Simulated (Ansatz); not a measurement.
**PbS (rocksalt structure)**

The computed numbers are results of PBE, scalar-relativistic (no spin polarisation) in the plane-wave PAW code Ansatz at 420 eV, Γ-centred 10×10×10 mesh, 0.05 eV Gaussian smearing; PAW files: Ansatz's generated set soft_2.

```cif
data_structure
_symmetry_space_group_name_H-M 'Fm-3m'
_symmetry_Int_Tables_number 225
_cell_length_a 6.0091
_cell_length_b 6.0091
_cell_length_c 6.0091
_cell_angle_alpha 90.000
_cell_angle_beta 90.000
_cell_angle_gamma 90.000
_cell_volume 216.98
loop_
_atom_site_label
_atom_site_type_symbol
_atom_site_symmetry_multiplicity
_atom_site_Wyckoff_symbol
_atom_site_fract_x
_atom_site_fract_y
_atom_site_fract_z
_atom_site_occupancy
Pb1 Pb 4 b 0.50000 0.00000 0.00000 1
S1 S 4 a 0.00000 0.00000 0.00000 1
```

The start was a prototype's sites filled with these elements; the Crystallography Open Database holds the compound in this structure.

Q: Which orbitals make up the states within about 0.6 eV of each band edge?

A: Valence edge: S 3p 69 %, Pb 6s 20 %, Pb 6p 9 %. Conduction edge: Pb 6p 72 %, S 3s 17 %, S 3p 9 %. Shares are among the projected shells; the gap is 0.49 eV.

Density of states (tetrahedra, averaged over 0.5 eV; states/eV per cell of 2 atoms; energy in eV from the Fermi level; projections on Löwdin-orthogonalised atomic orbitals, summed over sites):

| E | total | S 3p | Pb 6p | Pb 6s | S 3s |
| --- | --- | --- | --- | --- | --- |
| -7.60 | 0.91 | 0.11 | 0.01 | 0.67 | 0.12 |
| -7.10 | 0.21 | 0.02 | 0.00 | 0.14 | 0.05 |
| -6.60 | 0.07 | 0.00 | 0.00 | 0.05 | 0.02 |
| -6.10 | 0.00 | 0.00 | 0.00 | 0.00 | 0.00 |
| -5.60 | 0.00 | 0.00 | 0.00 | 0.00 | 0.00 |
| -5.10 | 0.08 | 0.04 | 0.04 | 0.00 | 0.00 |
| -4.60 | 0.51 | 0.28 | 0.21 | 0.01 | 0.00 |
| -4.10 | 0.87 | 0.52 | 0.32 | 0.02 | 0.01 |
| -3.60 | 1.42 | 0.93 | 0.44 | 0.03 | 0.01 |
| -3.10 | 1.95 | 1.38 | 0.49 | 0.04 | 0.02 |
| -2.60 | 2.08 | 1.59 | 0.40 | 0.05 | 0.02 |
| -2.10 | 2.18 | 1.81 | 0.25 | 0.07 | 0.02 |
| -1.60 | 1.08 | 0.78 | 0.14 | 0.13 | 0.01 |
| -1.10 | 1.57 | 1.16 | 0.13 | 0.24 | 0.01 |
| -0.60 | 0.26 | 0.18 | 0.02 | 0.05 | 0.00 |
| -0.10 | 0.00 | 0.00 | 0.00 | 0.00 | 0.00 |
| 0.40 | 0.05 | 0.00 | 0.04 | 0.00 | 0.01 |
| 0.90 | 0.36 | 0.04 | 0.25 | 0.01 | 0.05 |
| 1.40 | 0.93 | 0.10 | 0.66 | 0.01 | 0.11 |
| 1.90 | 1.26 | 0.13 | 0.96 | 0.02 | 0.10 |
| 2.40 | 1.45 | 0.18 | 1.15 | 0.01 | 0.05 |
| 2.90 | 1.39 | 0.24 | 1.03 | 0.01 | 0.03 |
| 3.40 | 1.56 | 0.33 | 1.06 | 0.01 | 0.02 |
| 3.90 | 2.83 | 0.64 | 1.62 | 0.01 | 0.01 |
| 4.40 | 1.67 | 0.46 | 0.99 | 0.00 | 0.00 |
| 4.90 | 0.56 | 0.18 | 0.32 | 0.00 | 0.00 |
| 5.40 | 0.49 | 0.07 | 0.18 | 0.00 | 0.00 |
| 5.90 | 0.61 | 0.03 | 0.10 | 0.00 | 0.00 |

Spin–orbit coupling, left out here, shifts 6p levels by as much as this gap and could close it. The valence edge mixes anion p with metal states, so the bond is partly covalent and the gap isn't a plain transfer from S to Pb.

Scalar-relativistic only: spin–orbit splittings of the heavy atoms' levels are missing. The relaxed cell is 4 % larger in volume than the cell of this structure in the Crystallography Open Database (25.98 Å³/atom, 1987).
